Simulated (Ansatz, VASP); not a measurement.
One calculation of PbSe, two programs

```
Pb Se
1.0
     3.85854    0.00000    0.00000
     0.00000    3.85854    0.00000
     0.00000    0.00000    3.85854
Pb Se
1 1
Cartesian
  0.0000 0.0000 0.0000
  1.9293 1.9293 1.9293
```

Change from the starting cell: volume scaled by 1.06.

Alike in both runs: task single point; functional PBE; k mesh 7 × 7 × 7; occupations fermi-dirac, width 0.05 eV; no spin polarisation.

|  | VASP | Ansatz |
| --- | --- | --- |
| version | VASP 6.6.1 | Ansatz 0.2.0 |
| potentials or method | VASP PAW PBE potentials, release 64 (Pb_d, Se) | Ansatz PAW |
| plane-wave cutoff (eV) | 520 | 420 |
| valence electrons in the cell | 20 | 30 |

```csv
,VASP,Ansatz,Ansatz less VASP
gap on the k mesh at the Fermi level (eV),none,none,-
pressure (GPa),-2.6,-2.6,+0.02
```

A gap of «none» marks a metal or a gap that the smearing closes. The two sets of potentials don't hold the same shells in valence.

Spin-orbit coupling is left out, which matters for the levels of Pb.
